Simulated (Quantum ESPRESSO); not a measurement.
# WC: zone-centre phonons under several settings

```
W C
1.0
     0.00000    2.19268    2.19268
     2.19268    0.00000    2.19268
     2.19268    2.19268    0.00000
W C
1 1
Direct
  0.00000 0.00000 0.00000
  0.50000 0.50000 0.50000
```

Measurements of this composition are mostly on another form, of space group No. 187.

All runs used Quantum ESPRESSO 7.5; k mesh 8 × 8 × 8; relaxed cell; no spin polarisation; cutoff 1116 eV; occupations cold, width 0.2 eV.

| level | potentials | volume (Å³/atom) | pressure (GPa) | lowest optical mode without the field (cm⁻¹) |
| --- | --- | --- | --- | --- |
| LDA | PseudoDojo 0.4.1 SR LDA standard | ? | -0.1 | ? |
| PBE | PseudoDojo 0.4.1 SR PBE standard | 10.52 | 0.0 | 400 |
| PBEsol | PseudoDojo 0.4.1 SR PBEsol standard | 10.28 | 0.0 | 428 |
| WC | PseudoDojo 0.4.1 SR PBE standard | 10.35 | 0.0 | 418 |
| RPBE | PseudoDojo 0.4.1 SR PBE standard | 10.61 | 0.0 | 391 |
| vdW-DF-cx | PseudoDojo 0.4.1 SR PBE standard | 10.35 | 0.0 | 423 |

Task: What stands in the row left open?

Result: Volume 10.09 Å³/atom; lowest optical mode without the field 443 cm⁻¹.

Caveats: the mesh is thin for the phonons of a metal; the potentials were made for another functional, which shifts forces and pressure (some runs).

For the row left open. Caveat: the mesh is thin for the phonons of a metal.
